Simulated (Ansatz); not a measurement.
**BaSnO3: carrier doping**

Take BaSnO3 in the cubic perovskite structure (space group Pm-3m, No. 221; a = 4.131 Å) as the base.

Carriers are added at fixed cell with a uniform background; the Fermi–Dirac width is that of 300 K.

The values are results of r2SCAN (Ansatz, an electronic-structure program, PAW, no spin-orbit coupling), not measurements.

Candidates:
(a) electrons 1.0×10^22 cm⁻³
(b) electrons 2.0×10^21 cm⁻³
(c) holes 7.0×10^21 cm⁻³

Before the change:

The gap between the host's bands is 1.56 eV.

### Question
Order them by gap between the host's bands, highest first.

### Answer
(a) electrons 1.0×10^22 cm⁻³ (1.84 eV), (c) holes 7.0×10^21 cm⁻³ (1.81 eV), (b) electrons 2.0×10^21 cm⁻³ (1.65 eV)

Charged cell with a jellium background: band edges are those of the host's band count, energies are not comparable with the neutral cell, and many-body gap narrowing is missing. Whether these cells are dynamically stable was not tested.
